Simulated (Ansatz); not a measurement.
Crystal: TiO2.

```
Ti O
1.0
    -2.97316    3.28737    3.28740
     2.97316   -3.28737    3.28740
     2.97316    3.28737   -3.28740
Ti O
4 8
Direct
  0.00000 0.50000 0.00000
  0.00000 0.00000 0.50000
  0.49524 0.24524 0.25000
  0.50475 0.75475 0.75000
  0.69508 0.69523 0.50015
  0.69508 0.19493 0.99985
  0.80452 0.74962 0.05490
  0.19472 0.74962 0.44510
  0.80528 0.25038 0.55490
  0.30492 0.80507 0.00015
  0.19548 0.25038 0.94510
  0.30492 0.30477 0.49985
```

The cell is a database's computed one.

| Item | Value |
| --- | --- |
| Program | Ansatz 0.2.0 |
| Task | relaxation of cell and atoms |
| Functional | PBEsol |
| Potentials or basis | Ansatz PAW |
| Cutoff | 420 eV (not typed: the program's choice for these potentials) |
| k mesh | 6 × 6 × 6 |
| Occupations | fermi-dirac, width 0.05 eV |
| Spin | no spin polarisation |

At the start: volume 10.71 Å³/atom.

Q: Where does the relaxation end?

A: It ends after 8 steps and the volume is 10.33 Å³/atom (-3.6 %); space group P4_2/mnm (No. 136, to 0.05 Å).

Step by step:
| step | energy change (eV) | largest force (eV/Å) | volume (Å³) |
| --- | --- | --- | --- |
| 1 | 0.0000 | 0.1276 | 128.52 |
| 2 | -0.1231 | 0.0371 | 125.18 |
| 3 | -0.1359 | 0.0442 | 124.03 |
| 4 | -0.1359 | 0.0422 | 124.07 |
| 5 | -0.1371 | 0.0023 | 124.05 |
| 6 | -0.1191 | 0.0022 | 124.05 |
| 7 | -0.1199 | 0.0003 | 123.91 |
| 8 | -0.1191 | 0.0003 | 123.91 |

Final structure:
```yaml
crystal:
  lattice:
    - [-2.93898, 3.24656, 3.24656]
    - [2.93898, -3.24656, 3.24656]
    - [2.93898, 3.24656, -3.24656]
  atoms:
    - { symbol: Ti, position: [0.00000, 0.50000, 0.00000] }
    - { symbol: Ti, position: [0.00000, 0.00000, 0.50000] }
    - { symbol: Ti, position: [0.49997, 0.24997, 0.25000] }
    - { symbol: Ti, position: [0.50003, 0.75003, 0.75000] }
    - { symbol: O, position: [0.69556, 0.69555, 0.49999] }
    - { symbol: O, position: [0.69556, 0.19557, 0.00001] }
    - { symbol: O, position: [0.80445, 0.75001, 0.05444] }
    - { symbol: O, position: [0.19557, 0.75001, 0.44556] }
    - { symbol: O, position: [0.80443, 0.24999, 0.55444] }
    - { symbol: O, position: [0.30444, 0.80443, 0.99999] }
    - { symbol: O, position: [0.19555, 0.24999, 0.94556] }
    - { symbol: O, position: [0.30444, 0.30445, 0.50001] }
```

Caveat: the plane-wave basis is chosen anew once the cell has moved, so the energies of steps on either side of that aren't comparable; the pressure holds a Pulay correction of +0.8 GPa for the finite cutoff; the PAW data sets come from PBE, with cores solved anew for the run's functional, which leaves a small shift of forces and pressure.
